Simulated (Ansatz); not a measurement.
**BeS under changes of volume**

One of the cells (14.261 Å³/atom); the others are scaled copies at fixed shape and fractional positions:

```xyz
2
Lattice="0.0000 2.4250 2.4250 2.4250 0.0000 2.4250 2.4250 2.4250 0.0000" Properties=species:S:1:pos:R:3 pbc="T T T"
S     3.6375    3.6375    3.6375
Be    0.0000    0.0000    0.0000
```

- Program: Ansatz 0.2.0
- Functional: PBEsol
- Potentials or basis: all-electron LAPW, scalar-relativistic
- Cutoff: 247 eV (chosen from the basis error)
- Basis error allowed: 0.0005 eV/atom
- k mesh: 9 × 9 × 9
- Occupations: fermi-dirac, width 0.05 eV
- Spin: no spin polarisation

```tsv
volume (Å³/atom)	energy over the lowest point (meV/atom)	pressure (GPa)	gap on the mesh (eV)
13.405	12.61	5.8	2.88
13.690	4.46	3.4	2.93
13.975	0.38	1.2	2.98
14.261	0.00	-0.8	3.02
14.546	?	?	?
14.831	9.00	-4.2	3.10
15.116	17.79	-5.7	3.14
```

Task: What does the run at 14.546 Å³/atom give?

Result: Energy over the lowest point 2.97 meV/atom; pressure -2.6 GPa; gap on the mesh 3.07 eV.

Worked out: A Birch-Murnaghan fit of order 3 (a polynomial in V^(-2/3)) to the other rows has its minimum at 14.15 Å³/atom with B0 = V·E''(V) = 97 GPa and B' = 3.8. It gives 2.98 meV/atom at 14.546 Å³/atom, against the run's 2.97, and -dE/dV = -2.6 GPa, against -2.6. A straight line through the other rows of the gap, of slope 2.14 eV per unit of ln V, gives 3.06 eV, against the run's 3.07.

Energies are extrapolated to zero smearing.

Caveats: an odd mesh through Γ misses points on the zone boundary, where band edges often lie.
